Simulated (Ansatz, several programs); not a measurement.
ZnSiP2 as one 8-atom ordering (I-42d) on the zincblende lattice, relaxed with r2SCAN in Ansatz (plane waves, PAW): it is tetragonal, I-42d (No. 122); a = 5.377 Å, c = 10.468 Å in the conventional setting, 18.92 Å³ an atom. Zn has 4 P at 2.36 Å; P has 2 Si at 2.26 Å and 2 Zn at 2.36 Å; Si has 4 P at 2.26 Å. The cell was then scaled with its shape and fractional coordinates held, which makes it stiffer than a relaxed compression. These are computed values for a spin-unpolarised cell that may be hypothetical; none is a measurement.

| V (Å³/atom) | E (meV/atom) |
| --- | --- |
| 17.780 | 22.68 |
| 18.915 | 0.00 |
| 19.483 | 4.80 |
| 20.050 | 18.25 |

Task: Pass a cubic E = c₀ + c₁u + c₂u² + c₃u³, with u = V − 19.057 Å³, through these points.

Result: c₀ = 0.30, c₁ = +4.313, c₂ = 15.278, c₃ = -1.4280 (meV and Å³).

Task: Where is the minimum, and what bulk modulus follows?

Result: dE/du = 0 at u = -0.138, so V₀ = 18.92 Å³. B = V₀ d²E/dV² = 18.92 × (2c₂ + 6c₃u) = 18.92 × 31.742 = 601 meV/Å³, and 1 meV/Å³ is 0.16022 GPa: 96 GPa. A third-order Birch-Murnaghan fit to all five points gives 18.92 Å³ and 95 GPa.

Task: Predict the energy and the pressure at the withheld volume, 18.348 Å³.

Result: With u = -0.709: E ≈ 5.43 meV and P = −dE/dV ≈ +3.12 GPa. The run gives 5.37 meV and, from its stress, +3.11 GPa.
